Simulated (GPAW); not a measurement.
# HfN (Fm-3m) in GPAW: a series of runs

The runs below take HfN through equation of state, with revPBE+D4, PBE+D4, revPBE+D3.

Everything below comes from runs of GPAW 26.7.0. Logs are shortened: lines on timing, memory, paths and dates and some standing lists are left out, and cuts for length are marked. The log counts tension as positive stress, the text compression.

### 1 The crystal as given

The structure is cubic, space group Fm-3m (No. 225). Conventional cell: a = 4.512 Å, b = 4.512 Å, c = 4.512 Å, α = 90.00°, β = 90.00°, γ = 90.00°. Hf (site symmetry m-3m) has 6 N at 2.26 Å as nearest neighbours. Around N (site symmetry m-3m) lie 6 Hf at 2.26 Å.

### 2 Equation of state, revPBE+D4

The input, run.py:

```python
from ase.calculators.mixing import SumCalculator
from ase.eos import EquationOfState
from ase.io import Trajectory, read
from ase.units import GPa
from dftd4.ase import DFTD4
from gpaw import GPAW, PW

atoms = read('POSCAR')

traj = Trajectory('eos.traj', 'w')
volumes, energies = [], []
for x in [0.94, 0.96, 0.98, 1.0, 1.02, 1.04, 1.06]:
    a = atoms.copy()
    a.set_cell(atoms.cell * x**(1 / 3), scale_atoms=True)
    calc = GPAW(mode=PW(800),
                xc='revPBE',
                kpts={'size': (8, 8, 8), 'gamma': True},
                occupations={'name': 'fermi-dirac', 'width': 0.05},
                nbands=19,
                convergence={'density': 1e-05, 'energy': 1e-05},
                maxiter=150,
                txt=f'eos-{x:.2f}.txt')
    a.calc = SumCalculator([calc, DFTD4(method='revpbe')])
    energies.append(a.get_potential_energy())
    volumes.append(a.get_volume())
    p = -a.get_stress()[:3].mean() / GPa
    calc.write(f'eos-{x:.2f}.gpw')
    traj.write(a)
    print(f'{x:.2f} {volumes[-1]:10.4f} A^3 {energies[-1]:14.6f} eV {p:9.3f} GPa', flush=True)

v0, e0, B = EquationOfState(volumes, energies, eos='birchmurnaghan').fit()
print(f'V0 = {v0:.4f} A^3, E0 = {e0:.6f} eV, B0 = {B / GPa:.2f} GPa')
```

The input, POSCAR:

```
HfN
1.0
    0.0000000000      2.2560000000      2.2560000000
    2.2560000000      0.0000000000      2.2560000000
    2.2560000000      2.2560000000      0.0000000000
Hf N
1 1
Direct
    0.0000000000      0.0000000000      0.0000000000
    0.5000000000      0.5000000000      0.5000000000
```

Potentials or basis: the program's PAW data sets (release 1.2.1) made for this functional, pw.

Started as:

```console
$ OMP_NUM_THREADS=1 python run.py
```

Output:

```text
__  _  _
 | _ |_)|_||  |
 |__||  | ||/\| - 26.7.0

Input parameters:
  mode=PW(ecut=800.0),
  convergence={'density': 1e-05, 'energy': 1e-05},
  kpts=MonkhorstPack(size=(8, 8, 8), gamma=True),
  maxiter=150,
  nbands=19,
  occupations=Occupations(name='fermi-dirac', width=0.05),
  xc=XC(name='revPBE')

Diagonalizing LCAO Hamiltonian
Converting LCAO to pw mode

              N

       Hf

Atoms  # Å, Bohr magnetons
|   | symbol |        x |        y |        z |    initial magnetic moments |
|---|--------|----------|----------|----------|-----------------------------|
| 0 |     Hf | 0.000000 | 0.000000 | 0.000000 | ( 0.0000,  0.0000,  0.0000) |
| 1 |      N | 2.209946 | 2.209946 | 2.209946 | ( 0.0000,  0.0000,  0.0000) |

Unit cell  # Å
| periodic |        x |        y |        z |  lengths |    angles |
|----------|----------|----------|----------|----------|-----------|
|      yes | 0.000000 | 2.209946 | 2.209946 | 3.125336 | 60.000000 |
|      yes | 2.209946 | 0.000000 | 2.209946 | 3.125336 | 60.000000 |
|      yes | 2.209946 | 2.209946 | 0.000000 | 3.125336 | 60.000000 |

Number of symmetries: 48
Symmetry operations  # r_c * U_cc + t_c -> r_c
|    | kind |            matrix            |
|----|------|------------------------------|
|  0 |  σ   |  1, 0, 0,  1, 0,-1,  1,-1, 0 |
|  1 |  C2  |  1, 0, 0,  1,-1, 0,  1, 0,-1 |
|  2 |  E   |  1, 0, 0,  0, 1, 0,  0, 0, 1 |
|  3 |  σ   |  1, 0, 0,  0, 0, 1,  0, 1, 0 |
|  4 |  C4  |  1, 0,-1,  1, 0, 0,  1,-1, 0 |
|  5 |  S6  |  1, 0,-1,  1,-1, 0,  1, 0, 0 |
|  6 |  σ   |  1, 0,-1,  0, 1,-1,  0, 0,-1 |
|  7 |  C3  |  1, 0,-1,  0, 0,-1,  0, 1,-1 |
|  8 |  S6  |  1,-1, 0,  1, 0, 0,  1, 0,-1 |
|  9 |  C4  |  1,-1, 0,  1, 0,-1,  1, 0, 0 |
| 10 |  C3  |  1,-1, 0,  0,-1, 1,  0,-1, 0 |
| 11 |  σ   |  1,-1, 0,  0,-1, 0,  0,-1, 1 |
| 12 |  σ   |  0, 1, 0,  1, 0, 0,  0, 0, 1 |
| 13 |  C4  |  0, 1, 0,  0, 1,-1, -1, 1, 0 |
| 14 |  C3  |  0, 1, 0,  0, 0, 1,  1, 0, 0 |
| 15 |  S6  |  0, 1, 0, -1, 1, 0,  0, 1,-1 |
| 16 |  C2  |  0, 1,-1,  1, 0,-1,  0, 0,-1 |
| 17 |  σ   |  0, 1,-1,  0, 1, 0, -1, 1, 0 |
| 18 |  S4  |  0, 1,-1,  0, 0,-1,  1, 0,-1 |
| 19 |  C4  |  0, 1,-1, -1, 1, 0,  0, 1, 0 |
| 20 |  C3  |  0, 0, 1,  1, 0, 0,  0, 1, 0 |
| 21 |  σ   |  0, 0, 1,  0, 1, 0,  1, 0, 0 |
| 22 |  S6  |  0, 0, 1,  0,-1, 1, -1, 0, 1 |
| 23 |  C4  |  0, 0, 1, -1, 0, 1,  0,-1, 1 |
| 24 |  S4  |  0, 0,-1,  1, 0,-1,  0, 1,-1 |
| 25 |  C3  |  0, 0,-1,  0, 1,-1,  1, 0,-1 |
| 26 |  C2  |  0, 0,-1,  0,-1, 0, -1, 0, 0 |
| 27 |  S6  |  0, 0,-1, -1, 0, 0,  0,-1, 0 |
| 28 |  S4  |  0,-1, 1,  1,-1, 0,  0,-1, 0 |
| 29 |  C4  |  0,-1, 1,  0, 0, 1, -1, 0, 1 |
| 30 |  C2  |  0,-1, 1,  0,-1, 0,  1,-1, 0 |
| 31 |  σ   |  0,-1, 1, -1, 0, 1,  0, 0, 1 |
| 32 |  C3  |  0,-1, 0,  1,-1, 0,  0,-1, 1 |
| 33 |  S6  |  0,-1, 0,  0, 0,-1, -1, 0, 0 |
| 34 |  S4  |  0,-1, 0,  0,-1, 1,  1,-1, 0 |
| 35 |  C2  |  0,-1, 0, -1, 0, 0,  0, 0,-1 |
| 36 |  C2  | -1, 1, 0,  0, 1, 0,  0, 1,-1 |
| 37 |  S6  | -1, 1, 0,  0, 1,-1,  0, 1, 0 |
| 38 |  S4  | -1, 1, 0, -1, 0, 1, -1, 0, 0 |
| 39 |  C3  | -1, 1, 0, -1, 0, 0, -1, 0, 1 |
| 40 |  S6  | -1, 0, 1,  0, 0, 1,  0,-1, 1 |
| 41 |  C2  | -1, 0, 1,  0,-1, 1,  0, 0, 1 |
| 42 |  C3  | -1, 0, 1, -1, 1, 0, -1, 0, 0 |
| 43 |  S4  | -1, 0, 1, -1, 0, 0, -1, 1, 0 |
| 44 |  C2  | -1, 0, 0,  0, 0,-1,  0,-1, 0 |
| 45 |  i   | -1, 0, 0,  0,-1, 0,  0, 0,-1 |
| 46 |  σ   | -1, 0, 0, -1, 1, 0, -1, 0, 1 |
| 47 |  C2  | -1, 0, 0, -1, 0, 1, -1, 1, 0 |

BZ-sampling:
  Number of BZ points: 512
  Number of IBZ points: 29

  Monkhorst-Pack size: [8, 8, 8]
  Monkhorst-Pack shift: [0.0625, 0.0625, 0.0625]

K-points  # in reciprocal-cell coordinates
|     |                                coordinates |     weight |
|-----|--------------------------------------------|------------|
|   0 | (  0.00000000,   0.00000000,   0.00000000) | 0.00195312 |
|   1 | (  0.12500000,   0.12500000,   0.00000000) | 0.01171875 |
|   2 | (  0.12500000,   0.12500000,   0.12500000) | 0.01562500 |
|   3 | (  0.25000000,   0.12500000,   0.12500000) | 0.02343750 |
|   4 | (  0.25000000,   0.25000000,   0.00000000) | 0.01171875 |
|   5 | (  0.25000000,   0.25000000,   0.12500000) | 0.04687500 |
|   6 | (  0.25000000,   0.25000000,   0.25000000) | 0.01562500 |
|   7 | (  0.37500000,   0.25000000,  -0.37500000) | 0.04687500 |
|   8 | (  0.37500000,   0.25000000,   0.12500000) | 0.04687500 |
|   9 | (  0.37500000,   0.25000000,   0.25000000) | 0.04687500 |
| ... |                                            |            |
|  28 | (  0.50000000,   0.50000000,   0.50000000) | 0.00781250 |

Plane wave coefficients: 1124
Cutoff: 800.0 eV

Spin-components: 1 (collinear spins)
Bands:           19
Projectors:      11
Spin-degeneracy: 2
Datatype:        complex128

Parallelization:
  kpt:    1
  domain: 1
  band:   1

Density:
  Valence electrons: 17.0
  Components: 1
  Grid points: [21 21 21]
  Charge: 0.0  # |e|

Potential:
  Grid points: [21 21 21]

species:
  Hf:
    name:    Hafnium
    Z:       72.0
    valence: 12
    core:    60
    charge:  0.0  # [|e|]
    compensation charges:
      type: gauss
      rc: 0.41  # [Å]
      lmax: 2
    cutoffs:
      filter: 2.36  # [Å]
      core: 4.02  # [Å]
    projectors
    | kind |    occ | energy [eV] | rcut [Å] |
    |------|--------|-------------|----------|
    |   5s |  2.000 |     -66.818 |    1.397 |
    |   6s |  2.000 |      -5.050 |    1.397 |
    |   5p |  6.000 |     -35.584 |    1.307 |
    |   6p |  0.000 |      -1.383 |    1.307 |
    |   5d |  2.000 |      -2.651 |    1.334 |
    |    d |        |      24.560 |    1.334 |

    Using partial waves for Hf as LCAO basis

  N:
    name:    Nitrogen
    Z:       7.0
    valence: 5
    core:    2
    charge:  0.0  # [|e|]
    compensation charges:
      type: gauss
      rc: 0.18  # [Å]
      lmax: 2
    cutoffs:
      filter: 1.11  # [Å]
      core: 0.96  # [Å]
    projectors
    | kind |    occ | energy [eV] | rcut [Å] |
    |------|--------|-------------|----------|
    |   2s |  2.000 |     -18.619 |    0.603 |
    |   2p |  3.000 |      -7.035 |    0.529 |
    |    s |        |       8.592 |    0.603 |
    |    p |        |      20.177 |    0.529 |
    |    d |        |       0.000 |    0.577 |

    Using partial waves for N as LCAO basis

Reference energy: -411378.452205  # eV

eigensolver:
  PPCG
  Converge bands: occupied
  niter=2

density mixing:
  MSR1-Mixer
  Pratt-step length: 0.05
  Maximum mixing coefficient: 0.75
  Old densities: 10
  SVD Regularization: 0.005
  Good broyden scale: 1.0
  Trust region scale: 1.0
  Backstep threshold: 4.0
  History deletion threshold: 6.0
  Fourier metric: weight=20.0, sigma=0.015

occupation numbers:
  Fermi-Dirac:
    width: 0.0500  # eV

poisson solver:
  ecut: 6400.0  # eV

xc functional:
  name: revPBE with 2 nearest neighbor stencil

convergence criteria:
- Maximum integral of absolute [dens]ity change: 1e-05 electrons / valence electron
- Maximum [total energy] change in last 3 cyles: 1e-05 eV / valence electron
- Maximum integral of absolute [eigenst]ate change: 4e-08 eV^2 / valence electron
maximum number of iterations: 150

SCF iterations
|iter     | |      energy | eigst |  dens |
|---------|-|-------------|-------|-------|
|iter:   1| |  -20.082433 | +0.07 |       |
|iter:   2| |  -19.541287 | -2.41 | -0.91 |
|iter:   3| |  -18.245337 | -1.45 | -0.97 |
|iter:   4| |  -18.258356 | -3.15 | -1.64 |
|iter:   5| |  -18.269229 | -3.36 | -1.86 |
|iter:   6| |  -18.269167 | -5.46 | -3.00 |
|iter:   7| |  -18.269173c| -6.55 | -3.56 |
|iter:   8| |  -18.269175c| -7.31 | -4.10 |
|iter:   9| |  -18.269175c| -8.68c| -5.23c|

Converged in 9 steps
Energy contributions relative to reference atoms: (reference = -411378.452205)

Energy contributions:
  Kinetic:          37.373580
  Coulomb:         -35.064476
  Zero:             -0.210326
  External:          0.000000
  Xc:              -20.364624
  Entropy:          -0.006656
  Spinorbit:         0.000000
  ----------------------------
  Free energy:     -18.272503
  Extrapolated:    -18.269175

dipole moment: (-15.951785, -15.951785, -15.951785)  # |e|*Ang

Fermi level: 14.984
Eigenvalues  # (at kpt = [0.000, 0.000, 0.000])
| band index |      eig [eV] | occ [0-2] |
|------------|---------------|-----------|
|          0 |       -47.447 |     2.000 |
|        ... |               |           |
|          3 |       -16.012 |     2.000 |
|          4 |        -2.948 |     2.000 |
|          5 |        11.898 |     2.000 |
|          6 |        11.898 |     2.000 |
|          7 |        11.898 |     2.000 |
|          8 |        14.584 |     1.999 |
[... 8 lines left out ...]
|         17 |        40.795 |     0.000 |
|         18 |        42.787 |     0.000 |

No gap
No difference between direct/indirect transitions

Stress tensor  # eV/Ang^3
|         x |         y |         z |
|-----------|-----------|-----------|
| -0.202414 |  0.000000 |  0.000000 |
|  0.000000 | -0.202414 | -0.000000 |
|  0.000000 | -0.000000 | -0.202414 |

# Writing to eos-0.94.gpw (mode='')
```

It took 63 s on 1 thread of Intel Xeon 6975P-C (Granite Rapids), shared host; peak memory 0.25 GiB.

What came out:

```yaml
Equilibrium_volume: 11.55 Å³/atom
Bulk_modulus: 273 GPa
Pressure_derivative_of_the_bulk_modulus: 4.4
```

Energy against volume, from the lowest point:
```csv
volume (Å³/atom),energy (meV/atom)
10.793,47.36
11.023,21.92
11.252,6.45
11.482,0.00
11.712,1.46
11.941,10.16
12.171,25.43
```

The run has no spin-orbit coupling, so splittings on Hf are missing. Zero-point motion and thermal expansion aren't in these numbers.

### 3 Equation of state, PBE+D4

Changes to run.py since step 2:

```diff
@@ -1 +1,3 @@
+import spglib
+from ase import Atoms
 from ase.calculators.mixing import SumCalculator
@@ -7,3 +9,6 @@
 
-atoms = read('POSCAR')
+atoms = read('HfN.cif')
+cell, positions, numbers = spglib.find_primitive(
+    (atoms.cell[:], atoms.get_scaled_positions(), atoms.numbers), symprec=1e-4)
+atoms = Atoms(numbers, cell=cell, scaled_positions=positions, pbc=True)
 
@@ -15,3 +20,3 @@
     calc = GPAW(mode=PW(800),
-                xc='revPBE',
+                xc='PBE',
                 kpts={'size': (8, 8, 8), 'gamma': True},
@@ -22,3 +27,3 @@
                 txt=f'eos-{x:.2f}.txt')
-    a.calc = SumCalculator([calc, DFTD4(method='revpbe')])
+    a.calc = SumCalculator([calc, DFTD4(method='pbe')])
     energies.append(a.get_potential_energy())
```

The input, HfN.cif:

```cif
data_HfN
_cell_length_a 4.51200000
_cell_length_b 4.51200000
_cell_length_c 4.51200000
_cell_angle_alpha 90.00000000
_cell_angle_beta 90.00000000
_cell_angle_gamma 90.00000000
_space_group_name_H-M_alt 'Fm-3m'
_space_group_name_Hall '-F 4 2 3'
_space_group_IT_number 225
loop_
_space_group_symop_operation_xyz
'x,y,z'
'-x,-y,-z'
'-y,x,z'
'y,-x,-z'
'-x,-y,z'
'x,y,-z'
'y,-x,z'
'-y,x,-z'
'x,-y,-z'
'-x,y,z'
'-y,-x,-z'
'y,x,z'
'-x,y,-z'
'x,-y,z'
'y,x,-z'
'-y,-x,z'
'z,x,y'
'-z,-x,-y'
'z,-y,x'
'-z,y,-x'
'z,-x,-y'
'-z,x,y'
'z,y,-x'
'-z,-y,x'
'-z,x,-y'
'z,-x,y'
'-z,-y,-x'
'z,y,x'
'-z,-x,y'
'z,x,-y'
'-z,y,x'
'z,-y,-x'
'y,z,x'
'-y,-z,-x'
'x,z,-y'
'-x,-z,y'
'-y,z,-x'
'y,-z,x'
'-x,z,y'
'x,-z,-y'
'-y,-z,x'
'y,z,-x'
'-x,-z,-y'
'x,z,y'
'y,-z,-x'
'-y,z,x'
'x,-z,y'
'-x,z,-y'
'x,y+1/2,z+1/2'
'-x,-y+1/2,-z+1/2'
'-y,x+1/2,z+1/2'
'y,-x+1/2,-z+1/2'
[... 63 lines left out ...]
'-z+1/2,y,-x+1/2'
'z+1/2,-x,-y+1/2'
'-z+1/2,x,y+1/2'
'z+1/2,y,-x+1/2'
'-z+1/2,-y,x+1/2'
'-z+1/2,x,-y+1/2'
'z+1/2,-x,y+1/2'
'-z+1/2,-y,-x+1/2'
'z+1/2,y,x+1/2'
'-z+1/2,-x,y+1/2'
'z+1/2,x,-y+1/2'
'-z+1/2,y,x+1/2'
'z+1/2,-y,-x+1/2'
'y+1/2,z,x+1/2'
'-y+1/2,-z,-x+1/2'
'x+1/2,z,-y+1/2'
'-x+1/2,-z,y+1/2'
'-y+1/2,z,-x+1/2'
'y+1/2,-z,x+1/2'
'-x+1/2,z,y+1/2'
'x+1/2,-z,-y+1/2'
'-y+1/2,-z,x+1/2'
'y+1/2,z,-x+1/2'
'-x+1/2,-z,-y+1/2'
'x+1/2,z,y+1/2'
'y+1/2,-z,-x+1/2'
'-y+1/2,z,x+1/2'
'x+1/2,-z,y+1/2'
'-x+1/2,z,-y+1/2'
'x+1/2,y+1/2,z'
'-x+1/2,-y+1/2,-z'
'-y+1/2,x+1/2,z'
'y+1/2,-x+1/2,-z'
'-x+1/2,-y+1/2,z'
'x+1/2,y+1/2,-z'
'y+1/2,-x+1/2,z'
'-y+1/2,x+1/2,-z'
'x+1/2,-y+1/2,-z'
'-x+1/2,y+1/2,z'
'-y+1/2,-x+1/2,-z'
'y+1/2,x+1/2,z'
'-x+1/2,y+1/2,-z'
'x+1/2,-y+1/2,z'
'y+1/2,x+1/2,-z'
'-y+1/2,-x+1/2,z'
'z+1/2,x+1/2,y'
'-z+1/2,-x+1/2,-y'
'z+1/2,-y+1/2,x'
'-z+1/2,y+1/2,-x'
'z+1/2,-x+1/2,-y'
'-z+1/2,x+1/2,y'
'z+1/2,y+1/2,-x'
'-z+1/2,-y+1/2,x'
'-z+1/2,x+1/2,-y'
'z+1/2,-x+1/2,y'
'-z+1/2,-y+1/2,-x'
'z+1/2,y+1/2,x'
'-z+1/2,-x+1/2,y'
'z+1/2,x+1/2,-y'
'-z+1/2,y+1/2,x'
'z+1/2,-y+1/2,-x'
'y+1/2,z+1/2,x'
'-y+1/2,-z+1/2,-x'
'x+1/2,z+1/2,-y'
'-x+1/2,-z+1/2,y'
'-y+1/2,z+1/2,-x'
'y+1/2,-z+1/2,x'
'-x+1/2,z+1/2,y'
'x+1/2,-z+1/2,-y'
'-y+1/2,-z+1/2,x'
'y+1/2,z+1/2,-x'
'-x+1/2,-z+1/2,-y'
'x+1/2,z+1/2,y'
'y+1/2,-z+1/2,-x'
'-y+1/2,z+1/2,x'
'x+1/2,-z+1/2,y'
'-x+1/2,z+1/2,-y'
loop_
_atom_site_label
_atom_site_type_symbol
_atom_site_symmetry_multiplicity
_atom_site_Wyckoff_symbol
_atom_site_fract_x
_atom_site_fract_y
_atom_site_fract_z
_atom_site_occupancy
Hf1 Hf 4 a 0.0000000000 0.0000000000 0.0000000000 1
N1 N 4 b 0.5000000000 0.0000000000 0.0000000000 1
```

Potentials or basis: GPAW PAW data sets (gpaw-data 1.2.1), pw.

Started as:

```console
$ OMP_NUM_THREADS=1 python run.py
```

Wall time 61 s (1 thread of Intel Xeon 6975P-C (Granite Rapids), shared host); peak memory 0.22 GiB.

The run converged. Its results:

```
Equilibrium volume                      : 11.59 Å³/atom
Bulk modulus                            : 277 GPa
Pressure derivative of the bulk modulus : 4.4
```

Energy against volume, from the lowest point:
```
volume (Å³/atom)  energy (meV/atom)
          10.793              53.11
          11.023              25.44
          11.252               8.07
          11.482               0.00
          11.712               0.10
          11.941               7.68
          12.171              22.04
```

### 4 Equation of state, revPBE+D3

Changes to run.py since step 3:

```diff
@@ -1,3 +1 @@
-import spglib
-from ase import Atoms
 from ase.calculators.mixing import SumCalculator
@@ -6,9 +4,6 @@
 from ase.units import GPa
-from dftd4.ase import DFTD4
+from dftd3.ase import DFTD3
 from gpaw import GPAW, PW
 
-atoms = read('HfN.cif')
-cell, positions, numbers = spglib.find_primitive(
-    (atoms.cell[:], atoms.get_scaled_positions(), atoms.numbers), symprec=1e-4)
-atoms = Atoms(numbers, cell=cell, scaled_positions=positions, pbc=True)
+atoms = read('HfN.xyz')
 
@@ -20,3 +15,3 @@
     calc = GPAW(mode=PW(800),
-                xc='PBE',
+                xc='revPBE',
                 kpts={'size': (8, 8, 8), 'gamma': True},
@@ -27,3 +22,3 @@
                 txt=f'eos-{x:.2f}.txt')
-    a.calc = SumCalculator([calc, DFTD4(method='pbe')])
+    a.calc = SumCalculator([calc, DFTD3(method='revpbe', damping='d3zero')])
     energies.append(a.get_potential_energy())
```

The input, HfN.xyz:

```xyz
2
Lattice="0.0000000000 2.2560000000 2.2560000000 2.2560000000 0.0000000000 2.2560000000 2.2560000000 2.2560000000 0.0000000000" Properties=species:S:1:pos:R:3 pbc="T T T"
Hf     0.0000000000      0.0000000000      0.0000000000
N      2.2560000000      2.2560000000      2.2560000000
```

Potentials or basis: the program's PAW data sets (release 1.2.1) made for this functional, pw.

Started as:

```console
$ OMP_NUM_THREADS=1 python run.py
```

Run time: 56 s. Hardware: 1 thread of Intel Xeon 6975P-C (Granite Rapids), shared host; peak memory 0.25 GiB.

Results (log left out):

```yaml
Equilibrium_volume: 11.50 Å³/atom
Bulk_modulus: 283 GPa
Pressure_derivative_of_the_bulk_modulus: 4.5
```

Energy against volume, from the lowest point:
```tsv
volume (Å³/atom)	energy (meV/atom)
10.793	42.87
11.023	18.69
11.252	4.74
11.482	0.00
11.712	3.32
11.941	13.99
12.171	31.29
```

### 5 The runs side by side

```tsv
level	potentials or basis	V0 of scaled cells (Å³/atom)	B0 (GPa)
revPBE+D4	the program's PAW data sets (release 1.2.1) made for this functional, pw	11.55	273
PBE+D4	GPAW PAW data sets (gpaw-data 1.2.1), pw	11.59	277
revPBE+D3	the program's PAW data sets (release 1.2.1) made for this functional, pw	11.50	283
```

Alike in all rows: task equation of state; no spin polarisation; cell as given; k mesh 8 × 8 × 8; cutoff (eV) 800; smearing fermi-dirac 0.05 eV.

Total energies depend on the potentials used, so only differences within one code and one set of settings carry meaning.
